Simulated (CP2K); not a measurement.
Ti under changes of volume

One of the cells (16.731 Å³/atom); the others are scaled copies at fixed shape and fractional positions:

```
CELL_PARAMETERS angstrom
2.87085 0.00000 0.00000
1.43543 2.48623 0.00000
1.43543 0.82874 2.34404
ATOMIC_POSITIONS crystal
Ti 0.00000 0.00000 0.00000
```

This isn't the form of Ti at room conditions, which is hcp.

- Program: CP2K 2026.2
- Functional: PBEsol
- Potentials or basis: POTENTIAL_UZH Ti GTH-PBE-q12; TZVP-MOLOPT-PBE-GTH basis
- Density cutoff: 6123 eV
- k mesh: 11 × 11 × 11
- Occupations: fermi-dirac, width 0.05 eV
- Spin: no spin polarisation

```csv
volume (Å³/atom),energy over the lowest point (meV/atom),pressure (GPa)
15.727,20.55,7.6
16.062,8.06,4.7
16.396,1.41,2.1
16.731,0.00,-0.3
17.065,3.32,-2.5
17.400,?,?
17.735,22.49,-6.2
```

**Question.** What does the run at 17.400 Å³/atom give?

**Answer.** Energy over the lowest point 10.95 meV/atom; pressure -4.4 GPa.

Worked out: A Birch-Murnaghan fit of order 3 (a polynomial in V^(-2/3)) to the other rows has its minimum at 16.66 Å³/atom with B0 = V·E''(V) = 116 GPa and B' = 4.0. It gives 10.96 meV/atom at 17.400 Å³/atom, against the run's 10.95, and -dE/dV = -4.6 GPa, against -4.4.

Energies are extrapolated to zero smearing.

Caveats: the potentials were made for another functional, which shifts forces and pressure; the basis of atomic orbitals isn't converged, which shifts pressures, moduli and gaps.
